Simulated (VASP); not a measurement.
PbSe (Clausthalite):

```
Pb Se
1.0
     0.00000    3.06065    3.06065
     3.06065    0.00000    3.06065
     3.06065    3.06065    0.00000
Pb Se
1 1
Direct
  0.00000 0.00000 0.00000
  0.50000 0.50000 0.50000
```

```yaml
Program: VASP 6.6.1
Task: relaxation of cell and atoms
Functional: BLYP
Dispersion: D4
Potentials_or_basis: VASP PAW PBE potentials, release 64 (Pb_d, Se)
Cutoff: 600 eV
k_mesh: 8 × 8 × 8
Occupations: fermi-dirac, width 0.05 eV
Spin: no spin polarisation
```

At the start: pressure 2.0 GPa; volume 28.67 Å³/atom.

Q: How do energy, volume and symmetry change on relaxing?

A: Over 8 steps the energy falls by 36.1 meV/atom and the volume is 31.73 Å³/atom (+10.7 %); space group Fm-3m (No. 225, to 0.05 Å).

Step by step:
```
step  energy change (eV)  largest force (eV/Å)  pressure (GPa)  volume (Å³)
   1              0.0000                0.0000            1.99        57.34
   2             -0.0181                0.0000            0.90        60.35
   3             -0.0714                0.0000            1.06        63.19
   4              0.0583                0.0000           -4.22        69.12
   5             -0.0655                0.0000           -2.35        64.27
   6             -0.0722                0.0000           -0.25        63.52
   7             -0.0722                0.0000            0.23        63.39
   8             -0.0722                0.0000            0.01        63.45
```

Final structure:
```cif
data_structure
_symmetry_space_group_name_H-M 'P 1'
_symmetry_Int_Tables_number 1
_cell_length_a 4.4770
_cell_length_b 4.4770
_cell_length_c 4.4770
_cell_angle_alpha 60.000
_cell_angle_beta 60.000
_cell_angle_gamma 60.000
_cell_volume 63.45
loop_
_atom_site_label
_atom_site_type_symbol
_atom_site_fract_x
_atom_site_fract_y
_atom_site_fract_z
_atom_site_occupancy
Pb1 Pb 0.00000 0.00000 0.00000 1
Se1 Se 0.50000 0.50000 0.50000 1
```

The cell as given is a measured one (28.67 Å³/atom); BLYP+D4 puts the equilibrium volume +10.7 % from it, thermal expansion not counted.

Caveat: the PAW data sets were made with another functional, which shifts forces and pressure a little; the volume moved by +11 % from the deposited cell, more than functionals usually miss.
